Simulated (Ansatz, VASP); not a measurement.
## One calculation of Os, two programs

```xyz
1
Lattice="0.0000 1.9478 1.9478 1.9478 0.0000 1.9478 1.9478 1.9478 0.0000" Properties=species:S:1:pos:R:3 pbc="T T T"
Os    0.0000    0.0000    0.0000
```

Alike in both runs: task single point; functional PBE; k mesh 18 × 18 × 18; occupations gaussian, width 0.05 eV; no spin polarisation.

|  | VASP | Ansatz |
| --- | --- | --- |
| version | VASP 6.6.1 | Ansatz 0.2.0 |
| potentials or method | VASP PAW PBE potentials, release 64 (Os) | scalar-relativistic, plane waves, PAW |
| plane-wave cutoff (eV) | 520 | 420 |
| valence electrons in the cell | 8 | 16 |

```csv
,VASP,Ansatz,Ansatz less VASP
gap on the k mesh at the Fermi level (eV),none,none,-
pressure (GPa),-11.5,-11.2,+0.29
```

A gap of «none» marks a metal or a gap that the smearing closes. The functional is the same, so the differences come from potentials, cutoffs and numerics. The two sets of potentials don't hold the same shells in valence.

The runs have no spin-orbit coupling, so splittings on Os are missing.
